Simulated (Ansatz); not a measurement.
# V under changes of volume

One of the cells (13.891 Å³/atom); the others are scaled copies at fixed shape and fractional positions:

```xyz
1
Lattice="-1.5144 1.5144 1.5144 1.5144 -1.5144 1.5144 1.5144 1.5144 -1.5144" Properties=species:S:1:pos:R:3 pbc="T T T"
V     0.0000    0.0000    0.0000
```

- Program: Ansatz 0.2.0
- Functional: PBE
- Potentials or basis: Ansatz PAW
- Cutoff: 420 eV (not typed: the program's choice for these potentials)
- k mesh: 12 × 12 × 12
- Occupations: fermi-dirac, width 0.05 eV
- Spin: collinear spin, ferromagnetic start
- Starting moments: [2.0] μB

```tsv
volume (Å³/atom)	energy over the lowest point (meV/atom)	pressure (GPa)
13.058	?	?
13.336	0.00	1.7
13.613	0.28	-2.0
13.891	6.74	-5.4
14.169	18.81	-8.4
14.447	36.01	-11.2
14.725	57.82	-13.7
```

Task: What does the run at 13.058 Å³/atom give?

Result: Energy over the lowest point 6.40 meV/atom; pressure 5.8 GPa.

Worked out: A Birch-Murnaghan fit of order 3 (a polynomial in V^(-2/3)) to the other rows has its minimum at 13.46 Å³/atom with B0 = V·E''(V) = 182 GPa and B' = 3.7. It gives 6.53 meV/atom at 13.058 Å³/atom, against the run's 6.40, and -dE/dV = 5.9 GPa, against 5.8.

Energies are extrapolated to zero smearing.

Caveats: the starting moments weren't kept.
